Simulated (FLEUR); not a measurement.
# Au (Fm-3m) in FLEUR: notebook

The runs below take Au through band structure, with PBEsol.

Program: FLEUR MaX-R8.1 (later development tree). These are calculated values, not measurements. Logs are shortened: lines on timing, memory, paths and dates and some standing lists are left out, and cuts for length are marked.

## (1) Starting point

The structure is cubic, space group Fm-3m (No. 225). Conventional cell: a = 4.070 Å, b = 4.070 Å, c = 4.070 Å, α = 90.00°, β = 90.00°, γ = 90.00°. Au (site symmetry m-3m) is surrounded by 12 Au at 2.88 Å.

## (2) Band structure, PBEsol

Input file inp.xml:

```xml
<?xml version="1.0" encoding="UTF-8" standalone="no"?>
<fleurInput fleurInputVersion="0.39">
   <comment>
      Au                                                                                                  
   </comment>
   <calculationSetup>
      <cutoffs Kmax="4.1" Gmax="12.7" GmaxXC="12.7" numbands="0"/>
      <scfLoop itmax="60" minDistance="0.00001" maxIterBroyd="15" imix="Anderson" alpha="0.05" precondParam="0.0" spinf="2.0" sdNocoIR="T"/>
      <coreElectrons ctail="T" frcor="F" kcrel="0" coretail_lmax="0"/>
      <xcFunctional name="PBEs" relativisticCorrections="F"/>
      <magnetism jspins="1"/>
      <soc l_soc="F" theta="0.0" phi="0.0" spav="F"/>
      <expertModes spex="0" secvar="F"/>
      <geometryOptimization l_f="F" forcealpha="1.0" forcemix="BFGS" epsdisp="0.00001" epsforce="0.00001"/>
      <ldaU l_linMix="F" mixParam="0.05" spinf="1.0"/>
   </calculationSetup>
   <cell>
      <bzIntegration valenceElectrons="19.0" mode="hist" fermiSmearingEnergy="0.00183747">
         <kPointListSelection listName="default-1"/>
         <!-- k-points included here -->
         <xi:include xmlns:xi="http://www.w3.org/2001/XInclude" href="kpts.xml"> </xi:include>
      </bzIntegration>
      <!-- symmetry operations included here -->
      <xi:include xmlns:xi="http://www.w3.org/2001/XInclude" href="sym.xml"> </xi:include>
      <bulkLattice scale="1.0">
         <bravaisMatrix>
            <row-1>    0.0000000000000000     3.8455926635609998     3.8455926635609998</row-1>
            <row-2>    3.8455926635609998     0.0000000000000000     3.8455926635609998</row-2>
            <row-3>    3.8455926635609998     3.8455926635609998     0.0000000000000000</row-3>
         </bravaisMatrix>
      </bulkLattice>
   </cell>
   <atomSpecies>
      <species name="Gold (Au)" element="Au" atomicNumber="79">
         <mtSphere radius="2.52" gridPoints="833" logIncrement="0.016"/>
         <atomicCutoffs lmax="10" lnonsphr="10"/>
         <electronConfig flipSpins="F">
            <coreConfig>(1s1/2) (2s1/2) (2p1/2) (2p3/2) (3s1/2) (3p1/2) (3p3/2) (4s1/2) (3d3/2) (3d5/2) (4p1/2) (4p3/2) (4d3/2) (4d5/2) (4f5/2) (4f7/2)</coreConfig>
            <valenceConfig>(5s1/2) (5p1/2) (5p3/2) (6s1/2) (5d3/2) (5d5/2)</valenceConfig>
            <stateOccupation state="(6s1/2)" spinUp="0.500000" spinDown="0.500000"/>
         </electronConfig>
         <energyParameters s="6" p="6" d="5" f="5"/>
         <lo type="SCLO" l="0" n="5" eDeriv="0"/>
         <lo type="SCLO" l="1" n="5" eDeriv="0"/>
         <lo type="SCLO" l="1" n="5" eDeriv="1"/>
         <lo type="SCLO" l="2" n="5" eDeriv="2"/>
         <lo type="SCLO" l="3" n="5" eDeriv="2"/>
      </species>
   </atomSpecies>
   <atomGroups>
      <atomGroup species="Gold (Au)">
         <relPos label="                   1">.0000000000 .0000000000 .0000000000</relPos>
         <force calculate="T" relaxXYZ="TTT"/>
      </atomGroup>
   </atomGroups>
   <output dos="F" band="F" slice="F">
      <checks vchk="F" cdinf="F"/>
      <bandDOS minEnergy="-.5*Htr" maxEnergy="0.5*Htr" sigma="0.015" storeEVData="T"/>
      <vacuumDOS vacdos="F" integ="F" star="F" nstars="0" locx1="0.0" locy1="0.0" locx2="0.0" locy2="0.0" nstm="0" tworkf="0.0"/>
      <unfoldingBand unfoldBand="F" supercellX="1" supercellY="1" supercellZ="1"/>
      <plotting iplot="0" polar="F">
         <plot TwoD="T" vec1="  1.0  0.0  0.0" vec2="  0.0  1.0  0.0" vec3="  0.0  0.0  1.0" zero="  0.0  0.0  0.0" file="plot"/>
      </plotting>
      <chargeDensitySlicing numkpt="0" minEigenval="0.0" maxEigenval="0.0" nnne="0" pallst="F"/>
      <specialOutput eonly="F"/>
      <moessbauerParams electricFieldGradient="T" isomerShift="T" coreHyperfine="T" valenceHyperfine="T"/>
      <magneticCircularDichroism mcd="F" energyLo="-10.0" energyUp="0.0"/>
   </output>
  <!-- We include the file relax.xml here to enable relaxations (see documentation) -->
  <xi:include xmlns:xi="http://www.w3.org/2001/XInclude" href="relax.xml"> <xi:fallback/> </xi:include>
</fleurInput>
```

Input file crystal.txt:

```
Au
&input cartesian=F /
0.0000000000  2.0350000000  2.0350000000
2.0350000000  0.0000000000  2.0350000000
2.0350000000  2.0350000000  0.0000000000
1.8897261246
1.0 1.0 1.0

1
79 0.0000000000  0.0000000000  0.0000000000

&kpt div1=11 div2=11 div3=11 gamma=T /
```

Input file inp.xml (bands):

```
<?xml version="1.0" encoding="UTF-8" standalone="no"?>
<fleurInput fleurInputVersion="0.39">
   <comment>
      Au                                                                                                  
   </comment>
   <calculationSetup>
      <cutoffs Kmax="4.1" Gmax="12.7" GmaxXC="12.7" numbands="0"/>
      <scfLoop itmax="60" minDistance="0.00001" maxIterBroyd="15" imix="Anderson" alpha="0.05" precondParam="0.0" spinf="2.0" sdNocoIR="T"/>
      <coreElectrons ctail="T" frcor="F" kcrel="0" coretail_lmax="0"/>
      <xcFunctional name="PBEs" relativisticCorrections="F"/>
      <magnetism jspins="1"/>
      <soc l_soc="F" theta="0.0" phi="0.0" spav="F"/>
      <expertModes spex="0" secvar="F"/>
      <geometryOptimization l_f="F" forcealpha="1.0" forcemix="BFGS" epsdisp="0.00001" epsforce="0.00001"/>
      <ldaU l_linMix="F" mixParam="0.05" spinf="1.0"/>
   </calculationSetup>
   <cell>
      <bzIntegration valenceElectrons="19.0" mode="hist" fermiSmearingEnergy="0.00183747">
         <kPointListSelection listName="path-1"/>
         <!-- k-points included here -->
         <xi:include xmlns:xi="http://www.w3.org/2001/XInclude" href="kpts.xml"> </xi:include>
      </bzIntegration>
      <!-- symmetry operations included here -->
      <xi:include xmlns:xi="http://www.w3.org/2001/XInclude" href="sym.xml"> </xi:include>
      <bulkLattice scale="1.0">
         <bravaisMatrix>
            <row-1>    0.0000000000000000     3.8455926635609998     3.8455926635609998</row-1>
            <row-2>    3.8455926635609998     0.0000000000000000     3.8455926635609998</row-2>
            <row-3>    3.8455926635609998     3.8455926635609998     0.0000000000000000</row-3>
         </bravaisMatrix>
      </bulkLattice>
   </cell>
   <atomSpecies>
      <species name="Gold (Au)" element="Au" atomicNumber="79">
         <mtSphere radius="2.52" gridPoints="833" logIncrement="0.016"/>
         <atomicCutoffs lmax="10" lnonsphr="10"/>
         <electronConfig flipSpins="F">
            <coreConfig>(1s1/2) (2s1/2) (2p1/2) (2p3/2) (3s1/2) (3p1/2) (3p3/2) (4s1/2) (3d3/2) (3d5/2) (4p1/2) (4p3/2) (4d3/2) (4d5/2) (4f5/2) (4f7/2)</coreConfig>
            <valenceConfig>(5s1/2) (5p1/2) (5p3/2) (6s1/2) (5d3/2) (5d5/2)</valenceConfig>
            <stateOccupation state="(6s1/2)" spinUp="0.500000" spinDown="0.500000"/>
         </electronConfig>
         <energyParameters s="6" p="6" d="5" f="5"/>
         <lo type="SCLO" l="0" n="5" eDeriv="0"/>
         <lo type="SCLO" l="1" n="5" eDeriv="0"/>
         <lo type="SCLO" l="1" n="5" eDeriv="1"/>
         <lo type="SCLO" l="2" n="5" eDeriv="2"/>
         <lo type="SCLO" l="3" n="5" eDeriv="2"/>
      </species>
   </atomSpecies>
   <atomGroups>
      <atomGroup species="Gold (Au)">
         <relPos label="                   1">.0000000000 .0000000000 .0000000000</relPos>
         <force calculate="T" relaxXYZ="TTT"/>
      </atomGroup>
   </atomGroups>
   <output dos="F" band="T" slice="F">
      <checks vchk="F" cdinf="F"/>
      <bandDOS minEnergy="-.5*Htr" maxEnergy="0.5*Htr" sigma="0.015" storeEVData="T"/>
      <vacuumDOS vacdos="F" integ="F" star="F" nstars="0" locx1="0.0" locy1="0.0" locx2="0.0" locy2="0.0" nstm="0" tworkf="0.0"/>
      <unfoldingBand unfoldBand="F" supercellX="1" supercellY="1" supercellZ="1"/>
      <plotting iplot="0" polar="F">
         <plot TwoD="T" vec1="  1.0  0.0  0.0" vec2="  0.0  1.0  0.0" vec3="  0.0  0.0  1.0" zero="  0.0  0.0  0.0" file="plot"/>
      </plotting>
      <chargeDensitySlicing numkpt="0" minEigenval="0.0" maxEigenval="0.0" nnne="0" pallst="F"/>
      <specialOutput eonly="F"/>
      <moessbauerParams electricFieldGradient="T" isomerShift="T" coreHyperfine="T" valenceHyperfine="T"/>
      <magneticCircularDichroism mcd="F" energyLo="-10.0" energyUp="0.0"/>
   </output>
  <!-- We include the file relax.xml here to enable relaxations (see documentation) -->
  <xi:include xmlns:xi="http://www.w3.org/2001/XInclude" href="relax.xml"> <xi:fallback/> </xi:include>
</fleurInput>
```

Potentials or basis: all-electron, FLAPW.

Command:

```bash
$ inpgen -f crystal.txt -profile fastHighL
$ # inp.xml edited to the form shown
$ fleur_MPI
$ fleur_MPI   # second run, on inp.xml (bands)
```

The program printed:

```text
Welcome to FLEUR        (www.flapw.de)
      MaX-Release 8.1          (www.max-centre.eu)

 ========== k-point set info ==========
 Selected k-point list: default-1
 k-point list type: mesh
 11 x 11 x 11
 Number of k points: 56

 ------------Calculation Setup---------------------------
 Number of MPI-tasks      :            1
 Number of PE/node        :            1
 Number of OMP-threads    :            1
 Most efficient MPI parallelization for:
           1           2           4           7           8          14          28          56
 Additional eigenvalue parallelization possible
 Number of basis functions:          175
 Approximate size of matrices (H+S) per k-point:         0.000 GB
 --------------------------------------------------------
 Iteration:     1   Distance:      17.01957530 me/bohr^3
 Iteration:     2   Distance:      15.28945746 me/bohr^3
 Iteration:     3   Distance:       6.67398858 me/bohr^3
 Iteration:     4   Distance:       2.17438581 me/bohr^3
 Iteration:     5   Distance:       1.90138273 me/bohr^3
 Iteration:     6   Distance:       0.16963904 me/bohr^3
 Iteration:     7   Distance:       0.03215749 me/bohr^3
 Iteration:     8   Distance:       0.01755800 me/bohr^3
 Iteration:     9   Distance:       0.00140716 me/bohr^3
 Iteration:    10   Distance:       0.00180739 me/bohr^3
 Iteration:    11   Distance:       0.00004606 me/bohr^3
 Iteration:    12   Distance:       0.00008349 me/bohr^3
 Iteration:    13   Distance:       0.00000132 me/bohr^3

 ********************************************************************
 Run finished successfully
 Stop message:
   all done
 ********************************************************************
```

output (bands):

```text
Welcome to FLEUR        (www.flapw.de)
      MaX-Release 8.1          (www.max-centre.eu)

 ========== k-point set info ==========
 Selected k-point list: path-1
 k-point list type: path
 Number of k points: 60

 ------------Calculation Setup---------------------------
 Number of MPI-tasks      :            1
 Number of PE/node        :            1
 Number of OMP-threads    :            1
 Most efficient MPI parallelization for:
           1           2           3           4           5           6          10          12          15          20          30          60
 Additional eigenvalue parallelization possible
 Number of basis functions:          179
 Approximate size of matrices (H+S) per k-point:         0.000 GB
 --------------------------------------------------------
 Fermi energy correction for metals:
 Fermi energy in bands.* files may not be consistent with last density.
 Please correct it manually (e.g. in band.gnu file).

 Note: Band structure data (together with different weights) is also stored in the banddos.hdf file.
       A convenient way of extracting and plotting the data from that file is by making use of the

 ********************************************************************
 Run finished successfully
 Stop message:
   Charge density postprocessing done.
 ********************************************************************
```

out.xml (last iteration):

```text
<iteration numberForCurrentRun="   13" overallNumber="   13">
         <energyParameters units="Htr">
            <atomicEP atomType="1" spin="1" branch="6s" branchLowest="-3.42" branchHighest="1.48" value="0.2765897892"/>
            <atomicEP atomType="1" spin="1" branch="6p" branchLowest="-1.62" branchHighest="2.39" value="0.4552805011"/>
            <atomicEP atomType="1" spin="1" branch="5d" branchLowest="-11.39" branchHighest="0.51" value="0.3147767812"/>
            <atomicEP atomType="1" spin="1" branch="5f" branchLowest="-2.43" branchHighest="2.55" value="0.7519141854"/>
            <loAtomicEP atomType="1" spin="1" branch="5s" branchLowest="-26.20" branchHighest="-3.42" value="-3.4266821882"/>
            <loAtomicEP atomType="1" spin="1" branch="5p" branchLowest="-19.46" branchHighest="-1.62" value="-1.6836909205"/>
            <loAtomicEP atomType="1" spin="1" branch="5p" branchLowest="-19.46" branchHighest="-1.62" value="-1.6836909205"/>
            <loAtomicEP atomType="1" spin="1" branch="5d" branchLowest="-11.39" branchHighest="0.51" value="0.2970825889"/>
            <loAtomicEP atomType="1" spin="1" branch="5f" branchLowest="-2.43" branchHighest="2.55" value="0.7519056597"/>
         </energyParameters>
         <eigenvalues>
            <eigenvaluesAt spin="1" ikpt="1" k_x="0.00000000" k_y="0.00000000" k_z="0.00000000">
                      -3.4271357471       -1.6341792247       -1.6341792247       -1.6341792247        0.0829062189
                       0.2782762430        0.2782762430        0.2782762430        0.3358207454        0.3358207454
                       0.9814002846        1.1306516279        1.1306516279        1.1306516279        1.3137790018
            </eigenvaluesAt>
            <eigenvaluesAt spin="1" ikpt="2" k_x="0.00000000" k_y="0.00000000" k_z="0.09090909">
                      -3.4270993176       -1.6348563585       -1.6342816709       -1.6342816709        0.0935568562
                       0.2748575448        0.2818567570        0.2818567570        0.3342890230        0.3342890230
                       0.9934430073        1.0718844147        1.1434820611        1.1434820611        1.3429683312
            </eigenvaluesAt>
            <eigenvaluesAt spin="1" ikpt="3" k_x="0.00000000" k_y="0.00000000" k_z="0.18181818">
                      -3.4270017744       -1.6366697661       -1.6345559892       -1.6345559892        0.1227955960
                       0.2691768265        0.2883382602        0.2883382602        0.3343807215        0.3343807215
                       0.9566663434        1.0242764439        1.1751297410        1.1751297410        1.2645181435
            </eigenvaluesAt>
            <eigenvaluesAt spin="1" ikpt="4" k_x="0.00000000" k_y="0.00000000" k_z="0.27272727">
[... 33 lines left out ...]
         <allElectronCharges>
            <spinDependentCharge spin="1" total="79.0000000" interstitial="1.4838613" mtSpheres="77.5161387"/>
            <totalCharge value="78.9999999954"/>
         </allElectronCharges>
         <moessbauerParams unitsHFF="kG" unitsIS="e/bohr^3" unitsEFG="Htr/bohr^2">
            <coreIsomerShift atomType="1" isTotal="2311997.69694">
               <shell n="1" l="0" isomerShift="1915050.08219"/>
               <shell n="2" l="0" isomerShift="287154.83361"/>
               <shell n="2" l="1" isomerShift="20686.45149"/>
               <shell n="3" l="0" isomerShift="65730.08546"/>
               <shell n="3" l="1" isomerShift="5309.04519"/>
               <shell n="4" l="0" isomerShift="16736.42275"/>
               <shell n="3" l="2" isomerShift="0.00218"/>
               <shell n="4" l="1" isomerShift="1330.77350"/>
               <shell n="4" l="2" isomerShift="0.00058"/>
               <shell n="4" l="3" isomerShift="0.00000"/>
            </coreIsomerShift>
            <isomerShift atomType="1" nucleusRadius="0.0001374" averageDensity="2315467.55505"/>
            <electricFieldGradient atomType="1" VXX="0.00000" VYY="0.00000" VZZ="0.00000" asymParam="0.00000">
            </electricFieldGradient>
         </moessbauerParams>
         <totalEnergy                                    value="   -19042.6707302431" units="Htr">
            <sumOfEigenvalues                            value="   -11700.9296169641">
               <coreElectrons value="-11687.4914975815"/>
               <valenceElectrons value="-13.4381193826"/>
            </sumOfEigenvalues>
            <densityCoulombPotentialIntegral value="-33107.3488321342"/>
            <densityEffectivePotentialIntegral value="-33581.9063797829"/>
            <chargeDenXCDenIntegral value="-360.2456625935"/>
            <FockExchangeEnergyValence value="0.0000000000"/>
            <FockExchangeEnergyCore value="0.0000000000"/>
            <atomTypeDependentContributions atomType="1">
               <electronNucleiInteractionDifferentMTs value="23968.6640893210"/>
               <MadelungTerm value="-41.0633250803"/>
            </atomTypeDependentContributions>
            <tkbTimesEntropy value="0.0000552107"/>
            <freeEnergy value="-19042.6707854538"/>
            <extrapolationTo0K value="-19042.6707578484"/>
         </totalEnergy>
         <densityConvergence units="me/bohr^3">
            <chargeDensity spin="1" distance="0.0000013240"/>
         </densityConvergence>
      </iteration>
```

Wall time 12 s (1 thread of Arm Neoverse V2, shared host); peak memory 0.06 GiB.

What came out:

```yaml
Free_energy: -518177.4699 eV
Band_gap_along_the_path: none (metal or under the smearing width)
Valence_electrons_inside_the_program's_atomic_spheres: Au 17.52 (radii Au 2.52 bohr)
```

Levels at the corners of the path, in eV from the Fermi level:
| point | band 6 | band 7 | band 8 | band 9 | band 10 | band 11 | band 12 | band 13 |
| --- | --- | --- | --- | --- | --- | --- | --- | --- |
| Γ | -4.74 | -4.74 | -4.74 | -3.18 | -3.18 | 14.39 | 18.45 | 18.45 |
| X | -6.86 | -1.98 | -1.61 | -1.61 | 0.91 | 5.85 | 9.97 | 9.97 |
| W | -5.23 | -5.23 | -3.34 | -1.61 | 4.74 | 6.30 | 6.30 | 9.47 |
| K | -5.93 | -3.89 | -2.89 | -2.07 | 3.84 | 4.67 | 7.48 | 12.62 |
| Γ | -4.74 | -4.74 | -4.74 | -3.18 | -3.18 | 14.39 | 18.45 | 18.45 |
| L | -4.78 | -4.78 | -1.94 | -1.94 | -1.09 | 3.12 | 13.85 | 17.14 |
| U | -5.93 | -3.89 | -2.89 | -2.07 | 3.84 | 4.67 | 7.48 | 12.62 |
| W | -5.23 | -5.23 | -3.34 | -1.61 | 4.74 | 6.30 | 6.30 | 9.47 |
| L | -4.78 | -4.78 | -1.94 | -1.94 | -1.09 | 3.12 | 13.85 | 17.14 |
| K | -5.93 | -3.89 | -2.89 | -2.07 | 3.84 | 4.67 | 7.48 | 12.62 |
| U | -5.93 | -3.89 | -2.89 | -2.07 | 3.84 | 4.67 | 7.48 | 12.62 |
| X | -6.86 | -1.98 | -1.61 | -1.61 | 0.91 | 5.85 | 9.97 | 9.97 |

Core levels (eV from the Fermi level):
```
atom                                                                                                                                                                                                                                     levels
1 Au  1s1/2 -80626.6, 2s1/2 -14212.6, 2p1/2 -13628.2, 2p3/2 -11793.3, 3s1/2 -3352.2, 3p1/2 -3089.7, 3p3/2 -2684.8, 4s1/2 -725.4, 3d3/2 -2249.5, 3d5/2 -2162.4, 4p1/2 -613.5, 4p3/2 -516.3, 4d3/2 -333.4, 4d5/2 -315.3, 4f5/2 -80.7, 4f7/2 -76.9
```

Caveat: spin-orbit coupling is left out, which moves the levels of the heavy elements.

[end of part 1 of 2]
